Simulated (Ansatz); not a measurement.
## CaO (h-MgO type) from LDA to hybrids

All numbers come from the plane-wave code Ansatz. The cell comes from a prototype generator: it can be a known phase or a hypothetical one. Spin polarisation is off.

The cell is CaO in the h-MgO structure; cell and atoms were relaxed with r2SCAN. Space group P6_3/mmc (No. 194), hexagonal; conventional cell a = 3.981 Å, c = 4.770 Å, 16.37 Å³ an atom. Ca has 5 O at 2.30–2.39 Å; O has 5 Ca at 2.30–2.39 Å.

```xyz
4
Lattice="3.9810 0.0000 0.0000 -1.9905 3.4477 0.0000 0.0000 0.0000 4.7701" Properties=species:S:1:pos:R:3 pbc="T T T"
Ca    0.0000    2.2984    1.1925
Ca    1.9905    1.1492    3.5776
O     1.9905    1.1492    1.1925
O     0.0000    2.2984    3.5776
```

Gaps on the r2SCAN cell, each the least over its mesh and the special points:
```csv
level,k mesh,gap (eV),kind,edges,least direct gap (eV),rough cost
LDA,12×12×6,3.03,direct,Γ,3.03,11 core-seconds
PBE,12×12×6,3.21,direct,Γ,3.21,16 core-seconds
r2SCAN,12×12×6,3.63,direct,Γ,3.63,30 core-seconds
HSE06,6×6×4,4.58,direct,Γ,4.58,4 core-minutes
DDH-PBE0,6×6×4,5.70,direct,Γ,5.70,6 core-minutes
PBE0,6×6×4,5.28,direct,Γ,5.28,4 core-minutes
r2SCAN0,6×6×4,5.53,direct,Γ,5.53,6 core-minutes
LC-ωPBE,6×6×4 alone,9.68,direct,Γ,9.68,2.6 core-minutes
"G0W0@PBE (195 empty bands, 120 eV, 6×6×4)",6×6×4,4.48,–,Γ (mesh),–,8 core-minutes
```
PBE: smearing of 0.02 eV; the others have fixed occupations.
Wave cutoffs: 420 eV, 500 eV (r2SCAN, r2SCAN0).
A mesh marked alone had no extra points solved.
The G0W0 gap is PBE's gap over the path plus the quasiparticle shift read on the mesh. The G0W0 figures hold for the stated bands, cutoff and mesh and aren't extrapolated.
Costs come from shared machines and give only the order; PBE's includes the band path. The runs had 2 threads of Intel(R) Xeon(R) Processor @ 2.50GHz (Skylake/Cascade Lake) (shared host).

The HSE06 gap is direct at Γ: 4.58 eV.

Set against the finite-basis gap of 4.48 eV from G0W0@PBE (195 empty bands, 120 eV, 6×6×4), the closest functional is HSE06, which differs by +0.10 eV, at about 8 times r2SCAN's cost; G0W0 itself took about 16 times r2SCAN's cost. The others: PBE0 +0.80, r2SCAN -0.85, r2SCAN0 +1.05, DDH-PBE0 +1.22, PBE -1.27, LDA -1.45, LC-ωPBE +5.20 eV. The yardstick's own error is a tenth of an eV or more. r2SCAN covers 31 % of the step from PBE to HSE06, while HSE06 needs about 8 times r2SCAN's cost (on a coarser mesh). Among these functionals the gap stays direct.

On the PBEsol cell (a = 3.956 Å, c = 4.743 Å), with PBEsol: The zone-centre optical frequencies run from 201 to 378 cm⁻¹, none imaginary (the rest of the zone wasn't tested). With the long-range field the highest mode reaches 557 cm⁻¹. By the program's warning the force constants, and with them frequencies and ε⁰, aren't converged on this mesh. The clamped-ion dielectric constant comes out as 3.37 along x and y, 3.46 along z. With the ions relaxed, ε⁰ is 7.3 along x and y, 13.3 along z. Born charges, averaged over directions: Ca +2.16, O -2.16 e.

The meshes of the hybrids are coarse, so their gaps aren't converged to the digits shown.
